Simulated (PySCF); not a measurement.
# Ge (Fd-3m) in PySCF: further runs

The runs below take Ge through density of states, with PBE.

All numbers are computed with PySCF 2.14.0; they aren't measurements. Logs are shortened: lines on timing, memory, paths and dates and some standing lists are left out, and cuts for length are marked.

## 1. The structure

Symmetry: Fd-3m, No. 227, cubic system. The conventional cell has a = 5.252 Å, b = 5.252 Å, c = 5.252 Å, α = 90.00°, β = 90.00°, γ = 90.00°. Around Ge (site symmetry -43m) lie 4 Ge at 2.27 Å.

## 2. Density of states, PBE

run.py

```python
import json
import numpy as np
from pyscf.pbc import gto, scf, dft, df

cell = gto.Cell()
cell.a = '''
  0.0000000000    2.6261274135    2.6261274135
  2.6261274135    0.0000000000    2.6261274135
  2.6261274135    2.6261274135    0.0000000000'''
cell.atom = '''
Ge   3.9391911202    3.9391911202    3.9391911202
Ge   2.6261274135    2.6261274135    2.6261274135'''
cell.unit = 'A'
cell.basis = 'DZVP-MOLOPT-SR-GTH-q4'
cell.pseudo = 'GTH-PBE-q4'
cell.ke_cutoff = 112  # hartree
cell.exp_to_discard = 0.02
cell.precision = 1e-08
cell.space_group_symmetry = True
cell.symmorphic = False
cell.max_memory = 5880  # MB
cell.verbose = 4
cell.build()

res = {}
kpts = cell.make_kpts([5, 5, 5], space_group_symmetry=True, time_reversal_symmetry=True)
cell.space_group_symmetry = False  # the mesh holds the operations; no search on the supercells of the integral code
mf = dft.KRKS(cell, kpts, xc='pbe')
mf = mf.multigrid_numint()
mf = mf.smearing(sigma=0.00183747, method='fermi')  # hartree
mf.conv_tol = 1e-07
mf.max_cycle = 60

mf.kernel()
res.update(converged=bool(mf.converged), e_tot=mf.e_tot, nelec=cell.nelectron, nao=cell.nao, mesh=list(map(int, cell.mesh)), a=cell.lattice_vectors().tolist(), coords=cell.atom_coords().tolist(),
           mo_energy=[np.real(x).tolist() for x in mf.mo_energy], mo_occ=[np.real(x).tolist() for x in mf.mo_occ])
res.update(e_free=mf.e_free, e_zero=mf.e_zero)
res.update(kpts=kpts.kpts_scaled_ibz.tolist(), weights=kpts.weights_ibz.tolist())
res['parts'] = {k: float(np.real(v)) for k, v in mf.scf_summary.items() if np.isscalar(v)}
json.dump(res, open('results.json', 'w'))
if not mf.converged:
    raise SystemExit('SCF not converged')

print('levels (eV)')
for i, kp in enumerate(res['kpts'][:40]):
    print('k %7.4f %7.4f %7.4f  ' % tuple(kp), ' '.join('%.3f' % (x * 27.211386) for x in res['mo_energy'][i][:9]))

mf = mf.to_khf()  # unfold to the whole mesh
kpts = mf.kpts
# Mulliken populations
dm, s = np.asarray(mf.make_rdm1()), np.asarray(mf.get_ovlp())
sites = cell.aoslice_by_atom()[:, 2:]
tot = np.einsum('kij,kji->i', dm, s).real / len(kpts)
res['mulliken'] = [cell.atom_charge(i) - tot[a0:a1].sum() for i, (a0, a1) in enumerate(sites)]
print('Mulliken charges', np.round(res['mulliken'], 5))

# density of states, Gaussians of 0.15 eV
e = np.asarray(mf.mo_energy).real.reshape(1, -1) * 27.211386
ef = mf.get_fermi()
ef = np.max(ef) * 27.211386
x = np.arange(-15, 10.01, 0.1) + round(ef, 1)
dos = np.exp(-((x[:, None, None] - e) / 0.15) ** 2 / 2).sum(-1).T / (0.15 * np.sqrt(2 * np.pi) * len(kpts)) * 2
res.update(dos_e=x.tolist(), dos=dos.tolist())
for a, b in zip(x[::5], dos.T[::5]):
    print('%8.2f' % a, ' '.join('%9.4f' % y for y in b))
res['done'] = True
json.dump(res, open('results.json', 'w'))
```

Potentials or basis: DZVP-MOLOPT-SR/GTH-PBE (potentials made for PBE).

The run is started by

```bash
> OMP_NUM_THREADS=4 python -u run.py > log
```

The log of the run:

```text
Discarded 0 diffused primitive functions, 0 contracted functions

PySCF version 2.14.0

[INPUT] verbose = 4
[INPUT] num. atoms = 2
[INPUT] num. electrons = 8
[INPUT] charge = 0
[INPUT] spin (= nelec alpha-beta = 2S) = 0
[INPUT] symmetry False subgroup None
[INPUT] Mole.unit = A
[INPUT] Symbol           X                Y                Z      unit          X                Y                Z       unit  Magmom
[INPUT]  1 Ge     3.939191120200   3.939191120200   3.939191120200 AA    7.443992369497   7.443992369497   7.443992369497 Bohr   0.0
[INPUT]  2 Ge     2.626127413500   2.626127413500   2.626127413500 AA    4.962661579727   4.962661579727   4.962661579727 Bohr   0.0

nuclear repulsion = -8.68372417921385
number of shells = 6
number of NR pGTOs = 72
number of NR cGTOs = 26
basis = DZVP-MOLOPT-SR-GTH-q4
ecp = {}
lattice vectors  a1 [0.000000000, 4.962661580, 4.962661580]
                 a2 [4.962661580, 0.000000000, 4.962661580]
                 a3 [4.962661580, 4.962661580, 0.000000000]
dimension = 3
low_dim_ft_type = None
Cell volume = 244.441
exp_to_discard = 0.02
rcut = 23.116148211909977 (nimgs = [5 5 5])
precision = 1e-08
pseudo = GTH-PBE-q4
ke_cutoff = 112
    = [36 36 36] mesh (46656 PWs)
[Cell] Point group symbol:  m-3m
time reversal: False
k-points in IBZ                         weights
  0:  0.000000,  0.000000,  0.000000    1/125
  1:  0.600000,  0.600000,  0.000000    6/125
  2:  0.600000,  0.600000,  0.600000    8/125
  3:  0.800000,  0.400000,  0.400000    12/125
  4:  0.800000,  0.600000,  0.400000    24/125
  5:  0.800000,  0.800000, -0.000000    6/125
  6:  0.800000,  0.800000,  0.200000    24/125
  7:  0.800000,  0.800000,  0.400000    24/125
  8:  0.800000,  0.800000,  0.600000    12/125
  9:  0.800000,  0.800000,  0.800000    8/125

******** <class 'pyscf.pbc.scf.smearing.SmearingKsymAdaptedKRKS'> ********
method = SmearingKsymAdaptedKRKS
initial guess = minao
damping factor = 0
level_shift factor = 0
DIIS = <class 'pyscf.scf.diis.CDIIS'>
diis_start_cycle = 1
diis_space = 8
diis_damp = 0
SCF conv_tol = 1e-07
SCF conv_tol_grad = None
SCF max_cycles = 60
direct_scf = True
direct_scf_tol = 1e-13

******** PBC SCF flags ********
N kpts (BZ) = 125
N kpts (IBZ) = 10
Exchange divergence treatment (exxdiv) = ewald
    madelung (= occupied orbital energy shift) = 0.09238715960087293
    Total energy shift due to Ewald probe charge = -1/2 * Nelec*madelung = -0.369548638403
DF object = <pyscf.pbc.df.fft.FFTDF object>
XC functionals = pbe
small_rho_cutoff = 0
Uniform grid, mesh = [36 36 36]
Set gradient conv threshold to 0.000316228
nelec by numeric integration = 8.000000000000016
init E= -7.64532812897811
    sigma = 0.00183747  Optimized mu = 0.328402326657  entropy = 0.0764420799487
nelec by numeric integration = 7.9999999999941345
    Total E(T) = -7.81890964551711  Free energy = -7.81905010554575  E0 = -7.81897987553143
cycle= 1 E= -7.81890964551711  delta_E= -0.174  |g|= 0.086  |ddm|= 8.16
    sigma = 0.00183747  Optimized mu = 0.315316514977  entropy = 0.0527715941121
nelec by numeric integration = 7.999999999993745
    Total E(T) = -7.81976072440737  Free energy = -7.8198576906284  E0 = -7.81980920751788
cycle= 2 E= -7.81976072440737  delta_E= -0.000851  |g|= 0.0221  |ddm|= 3.72
    sigma = 0.00183747  Optimized mu = 0.31772403442  entropy = 0.0703937000165
nelec by numeric integration = 7.999999999993799
    Total E(T) = -7.81977921712861  Free energy = -7.81990856344057  E0 = -7.81984389028459
cycle= 3 E= -7.81977921712861  delta_E= -1.85e-05  |g|= 0.000572  |ddm|= 0.55
    sigma = 0.00183747  Optimized mu = 0.317765846573  entropy = 0.0708187372125
nelec by numeric integration = 7.999999999993809
    Total E(T) = -7.81977846897814  Free energy = -7.81990859628321  E0 = -7.81984353263068
cycle= 4 E= -7.81977846897814  delta_E= 7.48e-07  |g|= 3.02e-06  |ddm|= 0.0166
    sigma = 0.00183747  Optimized mu = 0.317765419912  entropy = 0.0708170721379
nelec by numeric integration = 7.99999999999381
    Total E(T) = -7.81977847203852  Free energy = -7.81990859628406  E0 = -7.81984353416129
cycle= 5 E= -7.81977847203852  delta_E= -3.06e-09  |g|= 5.38e-08  |ddm|= 6.36e-05
    sigma = 0.00183747  Optimized mu = 0.31776541016  entropy = 0.0708170646756
nelec by numeric integration = 7.999999999993808
    Total E(T) = -7.81977847205222  Free energy = -7.81990859628405  E0 = -7.81984353416813
Extra cycle  E= -7.81977847205222  delta_E= -1.37e-11  |g|= 6.1e-09  |ddm|= 3.56e-07
converged SCF energy = -7.81977847205222
levels (eV)
k  0.0000  0.0000  0.0000   -5.988 8.606 8.606 8.606 10.890 11.213 11.213 11.213 19.260
k  0.6000  0.6000  0.0000   -2.921 0.657 4.870 4.870 8.732 9.642 18.723 18.723 22.246
k  0.6000  0.6000  0.6000   -3.864 0.541 6.932 6.932 9.672 12.504 12.504 17.562 21.131
k  0.8000  0.4000  0.4000   -1.528 -0.828 3.193 5.021 9.267 11.949 17.939 18.303 19.623
k  0.8000  0.6000  0.4000   -2.413 0.199 3.297 4.524 12.286 12.767 13.378 17.614 19.246
k  0.8000  0.8000 -0.0000   -5.212 4.959 6.480 6.480 9.816 12.682 14.340 14.340 18.093
k  0.8000  0.8000  0.2000   -3.919 1.690 4.974 5.788 10.221 13.025 14.301 15.056 21.721
k  0.8000  0.8000  0.4000   -2.901 0.031 3.963 6.152 10.476 13.742 14.196 17.464 18.563
k  0.8000  0.8000  0.6000   -4.472 2.696 4.510 7.336 11.403 12.961 13.825 14.696 17.766
k  0.8000  0.8000  0.8000   -5.410 4.505 7.720 7.720 10.406 12.311 12.311 14.982 18.832
Mulliken charges [0. 0.]
   -6.40    0.0010
   -5.90    0.0375
   -5.40    0.4564
   -4.90    0.0389
   -4.40    0.4618
   -3.90    1.3445
[... 43 lines left out ...]
   18.10    0.8040
   18.60    1.6341
```

Wall time 3.1 min (4 threads of Intel Xeon at 2.50GHz (Skylake/Cascade Lake), shared host); peak memory 1.6 GiB.

What came out:

| Property | Result |
| --- | --- |
| Free energy | -212.7906 eV |
| Band gap on the k mesh | 0.13 eV, indirect (least direct gap 2.28 eV) |

Levels at points of the mesh, in eV from the valence-band top:
| k point | band 1 | band 2 | band 3 | band 4 | band 5 | band 6 | band 7 | band 8 |
| --- | --- | --- | --- | --- | --- | --- | --- | --- |
| (0.00, 0.00, 0.00) | -14.59 | 0.00 | 0.00 | 0.00 | 2.28 | 2.61 | 2.61 | 2.61 |

States per cell in windows of 1 eV (zero at the valence-band top; states under -8 eV left out):
| from (eV) | total |
| --- | --- |
| -8.0 | 0.23 |
| -7.0 | 0.31 |
| -6.0 | 0.70 |
| -5.0 | 0.98 |
| -4.0 | 1.04 |
| -3.0 | 0.88 |
| -2.0 | 0.54 |
| -1.0 | 0.24 |
| 0.0 | 0.40 |
| 1.0 | 1.05 |
| 2.0 | 0.30 |
| 3.0 | 1.17 |
| 4.0 | 1.47 |
| 5.0 | 1.49 |
| 6.0 | 0.64 |
| 7.0 | 0.00 |

Caveat: an odd mesh through Γ misses points on the zone boundary, where band edges often lie; the basis of atomic orbitals isn't converged, which shifts pressures, moduli and gaps.

## 3. Density of states, PBE

This run uses another cell than the first one, of 19.47 Å³/atom, 1.075 times its volume.

run.py: that of step 2 with these lines changed.

```diff
@@ -6,8 +6,8 @@
 cell.a = '''
-  0.0000000000    2.6261274135    2.6261274135
-  2.6261274135    0.0000000000    2.6261274135
-  2.6261274135    2.6261274135    0.0000000000'''
+  0.0000000000    2.6902044162    2.6902044162
+  2.6902044162    0.0000000000    2.6902044162
+  2.6902044162    2.6902044162    0.0000000000'''
 cell.atom = '''
-Ge   3.9391911202    3.9391911202    3.9391911202
-Ge   2.6261274135    2.6261274135    2.6261274135'''
+Ge   4.0353066243    4.0353066243    4.0353066243
+Ge   2.6902044162    2.6902044162    2.6902044162'''
 cell.unit = 'A'
```

Potentials or basis: DZVP-MOLOPT-SR/GTH-PBE (potentials made for PBE).

The run is started by

```bash
> OMP_NUM_THREADS=4 python -u run.py > log
```

Run time: 3.9 min. Hardware: 4 threads of Intel Xeon at 2.50GHz (Skylake/Cascade Lake), shared host; peak memory 1.6 GiB.

The run converged. Its results:

```
Free energy            : -213.2353 eV
Band gap on the k mesh : 0.27 eV, indirect (least direct gap 1.51 eV)
```

Levels at points of the mesh, in eV from the valence-band top:
```csv
k point,band 2,band 3,band 4,band 5,band 6,band 7
"(0.00, 0.00, 0.00)",0.00,0.00,0.00,1.51,2.60,2.60
```

States per cell in windows of 0.5 eV (zero at the valence-band top; states under -8 eV left out):
```
from (eV)  total
     -8.0   0.33
     -7.5   0.04
     -7.0   0.32
     -6.5   0.07
     -6.0   0.17
     -5.5   0.14
     -5.0   0.48
     -4.5   0.41
     -4.0   0.82
     -3.5   0.69
     -3.0   0.28
     -2.5   0.53
     -2.0   0.30
     -1.5   0.29
     -1.0   0.26
     -0.5   0.03
      0.0   0.12
      0.5   0.30
      1.0   0.30
      1.5   0.74
      2.0   0.14
      2.5   0.19
      3.0   0.28
      3.5   0.92
      4.0   1.02
      4.5   0.68
      5.0   0.59
      5.5   0.83
      6.0   0.42
      6.5   0.02
      7.0   0.00
      7.5   0.00
```

Caveat: an odd mesh through Γ misses points on the zone boundary, where band edges often lie; the basis of atomic orbitals isn't converged, which shifts pressures, moduli and gaps.

## 4. Comparison with measurements

Step 2. The gap isn't set beside the measured one, since this odd mesh misses points on the zone boundary.

Step 3. The gap isn't set beside the measured one, since this odd mesh misses points on the zone boundary.
